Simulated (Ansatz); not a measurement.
The system is Si.

```
CELL_PARAMETERS angstrom
0.00000 2.72185 2.72185
2.72185 0.00000 2.72185
2.72185 2.72185 0.00000
ATOMIC_POSITIONS crystal
Si 0.50000 0.50000 0.50000
Si 0.75000 0.75000 0.75000
```

A run of Ansatz 0.2.0 on this cell left the log below. Logs are shortened: lines on timing, memory, paths and dates and some standing lists are left out, and cuts for length are marked.

```text
Warning: RAYON_NUM_THREADS=2 ignored (pool sized by the plan → 2); use --threads N
Engine: ansatz 0.2.0, x86_64-unknown-linux-gnu
Pseudopotentials: kind: paw
Pseudopotential: Si, paw, valence charge 4, recommended cutoff 420 eV (normal), Si.paw.azcp
Functional definition: PBE
  parameter kappa = 0.804
  parameter beta = 0.06672455060314922
  exchange = pbe_x(kappa = kappa, mu = beta*pi^2/3)
  correlation = pbe_c(beta = beta)
Crystal: 2 atoms, lattice volume = 40.330 Å³
Basis set: ecut = 420 eV, 749 PW (Γ), exchange–correlation on 54×54×54 points (8 copies of the dense FFT grid, shifted against one another)
Bands: 8, of which v1, the nominal top of the filled ones, is band 4 counted from 1 (3 counted from 0)
Symmetry: 48 space group operations
Space group: Fd-3m (ITA 227), of the structure as read, at distance tolerance 3.4e-5 Å
k-points: 29 of 512
Non-local potential: Si, projectors of the file, l = 0: 2, l = 1: 2, l = 2: 2
PAW form: soft (Blöchl's): semilocal exchange-correlation on the pseudo side does not see the compensation charge
PAW one-centre angular grid: Si, 110 points (default); XC on 64 Gauss nodes
Initial density: superposition of atomic densities (neutral atoms: chi_scale 0, normalization atom), corrected by the library's trained network
Initial wavefunctions: pseudopotential atomic-orbital guess
Functional: x = pbe(κ = 0.804, μ = 0.2195149727645171), c = pbe(β = 0.06672455060314922)
SCF iter   1: F=—  HF=-1271.613597 eV  |F-HF|=—  |Δ(HF+E_count)|=         —  Δρ=1.15e-3  dr2=2.92e-4  ethr=1.77e-3  ⟨swp⟩=6.2  Hψ=2106  notcnv=0
preconditioner: auto → none  [insulator: Δε(μ)=0.625 eV  Ē_g=9.448 eV  σ=0.018 eV  W_gap=1.00  n_scr=8 (ndim 8)  ℏωp=16.5 eV  f_vac=0.000  D(μ)=0.00/eV (n_scr^D=0)  ε∞_Penn≈4.1]
SCF iter   2: F=—  HF=-1271.613992 eV  |F-HF|=—  |Δ(HF+E_count)|=   3.96e-4  Δρ=4.75e-4  dr2=4.65e-5  ethr=3.65e-6  ⟨swp⟩=2.1  Hψ=621  notcnv=0
SCF iter   3: F=—  HF=-1271.614035 eV  |F-HF|=—  |Δ(HF+E_count)|=   4.24e-5  Δρ=9.47e-5  dr2=2.27e-6  ethr=5.81e-7  ⟨swp⟩=2.1  Hψ=349  notcnv=0
SCF iter   4: F=—  HF=-1271.614036 eV  |F-HF|=—  |Δ(HF+E_count)|=   1.44e-6  Δρ=2.04e-5  dr2=1.25e-7  ethr=2.84e-8  ⟨swp⟩=2.0  Hψ=348  notcnv=0
iter 5 did not close the SCF: its close was put off for the readings that it lacked (scf_convergence_deferred on its scf_iter line)
SCF iter   5: F=-1271.614036 eV  HF=-1271.614036 eV  |F-HF|=8.28e-10  |Δ(HF+E_count)|=   2.78e-8  Δρ=2.70e-6  dr2=1.36e-9  ethr=1.56e-9  ⟨swp⟩=2.0  Hψ=348  notcnv=0
SCF iter   6: F=-1271.614036 eV  HF=-1271.614036 eV  |F-HF|=4.77e-12  |Δ(HF+E_count)|=  7.85e-10  Δρ=3.50e-7  dr2=3.09e-11  ethr=1.70e-11  ⟨swp⟩=1.1  Hψ=707  notcnv=0
SCF 1 converged in 6 iterations: F = -1271.614036 eV  dr2 = 3.09e-11
  greatest PAW one-centre occupation: 0.633 electrons in one spin orbital (limit 2), on the Si atom at site 1 (counted from 0), in its partial waves of l = 0
SCF converged after 6 iterations
Free energy (F): -1271.614036 eV
Harris-Foulkes:  -1271.614036 eV  (|F-HF|=4.77e-12)
Internal energy: -1271.614036 eV  (E = F + TS)
E sigma→0 (E₀):  -1271.614036 eV
Fermi energy:    6.468229 eV
--- Per-component energies (eV) ---
  E_band       = 8.903283
  E_kinetic    = 80.630221
  E_local      = -55.275742  (includes V_loc(G=0)·N_el)
  E_nonlocal   = 51.928301
  E_hartree    = 15.012102
  E_xc         = -110.333275
  E_vxc        = -93.430936  (∫ρ·V_xc dr)
  E_paw        = -1025.589694  (= ΣΔE_a)
  E_vpaw       = -4.972801  (= ΣTr[D̂ρ^β])
  E_aug_tail   = 0.000012  (compensation charges beyond the density's cutoff)
  E_ewald      = -227.985960
  E_smearing   = -0.000000  (= −TS)
  E_closure    = 0.000000  (closes the sum)
  Σ components = -1271.614036   (vs F -1271.614036, Δ=0.00e0)
--- Forces (eV/Å), atoms counted from 1 ---
  atom   1  Si    -0.00000000     0.00000000     0.00000000
  atom   2  Si    -0.00000000     0.00000000     0.00000000
  max |Σ_I F_I| component: 7.40e-17 eV/Å
--- Stress (GPa, compression-positive) ---
        1.342897      -0.000000      -0.000000
       -0.000000       1.342897      -0.000000
       -0.000000      -0.000000       1.342897
  P = ⅓ Tr σ = 1.3429 GPa (13.429 kbar)
--- Band table (eV; the first three rows and the last of 29) ---
  k-point 0: bands = ["-5.7567", "6.1558", "6.1558", "6.1558", "8.7131", "8.7131", "8.7131", "9.4376"]
  k-point 1: bands = ["-5.5538", "4.5593", "5.8688", "5.8688", "8.6346", "9.1346", "9.1346", "10.8017"]
  k-point 2: bands = ["-4.9621", "2.2422", "5.4006", "5.4006", "8.1576", "9.6529", "9.6529", "13.0138"]
  k-point 28: bands = ["-1.4777", "-1.4777", "2.3347", "2.3347", "10.4237", "10.4237", "11.1305", "11.1305"]
```

**Question.** Write the input and the command behind it.

**Answer.** Single point with PBE, no spin polarisation. The files as run (others can give the same):

input.yaml
```yaml
crystal:
  lattice:
    - [0.0, 2.7218511865, 2.7218511865]
    - [2.7218511865, 0.0, 2.7218511865]
    - [2.7218511865, 2.7218511865, 0.0]
  atoms:
    - { symbol: Si, position: [0.5, 0.5, 0.5] }
    - { symbol: Si, position: [0.75, 0.75, 0.75] }
hamiltonian:
  xc: pbe
  pseudopotentials: { kind: paw }
kpoints:
  mp_grid: { grid: [8, 8, 8] }
scf:
  occupations: { method: gaussian, width: 0.018 }
output:
  forces: true
  stress: true
  eigenvalues: true
```

Potentials or basis: Ansatz PAW.
Command:
```console
$ ansatz run input.yaml --threads 2 --pin off --max-ram 5632MiB --backend cpu --events-out ev --progress --plain --runs-dir out
```
